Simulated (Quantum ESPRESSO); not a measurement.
Input of a Quantum ESPRESSO 7.5 run:

File pw.in:

```
&CONTROL
  calculation = 'vc-relax'
  prefix = 'pwscf'
  outdir = './tmp'
  pseudo_dir = './pseudo'
  tprnfor = .true.
  tstress = .true.
  disk_io = 'low'
  nstep = 40
  forc_conv_thr = 0.0004
  etot_conv_thr = 1d-05
/
&SYSTEM
  ibrav = 0
  nat = 2
  ntyp = 1
  ecutwfc = 82
  nbnd = 9
  occupations = 'smearing'
  smearing = 'fd'
  degauss = 0.00367493
/
&ELECTRONS
  conv_thr = 4d-10
  electron_maxstep = 120
  mixing_beta = 0.5
/
&IONS
  ion_dynamics = 'bfgs'
/
&CELL
  cell_dynamics = 'bfgs'
  press = 0
  press_conv_thr = 0.3
/
ATOMIC_SPECIES
C     12.0110 C.upf
CELL_PARAMETERS bohr
   0.0000000000    3.3700808789    3.3700808789
   3.3700808789    0.0000000000    3.3700808789
   3.3700808789    3.3700808789    0.0000000000
ATOMIC_POSITIONS bohr
C      5.0551213183    5.0551213183    5.0551213183
C      3.3700808789    3.3700808789    3.3700808789
K_POINTS automatic
13 13 13 0 0 0
```

Potentials or basis: PseudoDojo 0.4.1 SR LDA stringent.

Command:

```console
$ OMP_NUM_THREADS=1 pw.x -in pw.in > pw.out
```

Task: Predict the relaxed cell.

Result: a = 2.501 Å, b = 2.501 Å, c = 2.501 Å, α = 60.00°, β = 60.00°, γ = 60.00°.

Task: Predict the band gap on the k mesh.

Result: 4.21 eV, indirect (least direct gap 5.63 eV).

Task: Predict the relaxed volume.

Result: 5.53 Å³/atom.

Task: What does it give for the space group after relaxing (to 0.05 Å)?

Result: Fd-3m (No. 227).

The path:
```
step  energy change (eV)  largest force (eV/Å)  pressure (GPa)  volume (Å³)
   1              0.0000                0.0000          -11.21        11.34
   2              0.0075                0.0000           16.20        10.71
   3             -0.0100                0.0000           -0.20        11.07
   4             -0.0100                0.0000            0.01        11.06
```

Caveat: an odd mesh through Γ misses points on the zone boundary, where band edges often lie. As with any semilocal functional, this LDA gap is likely too small.
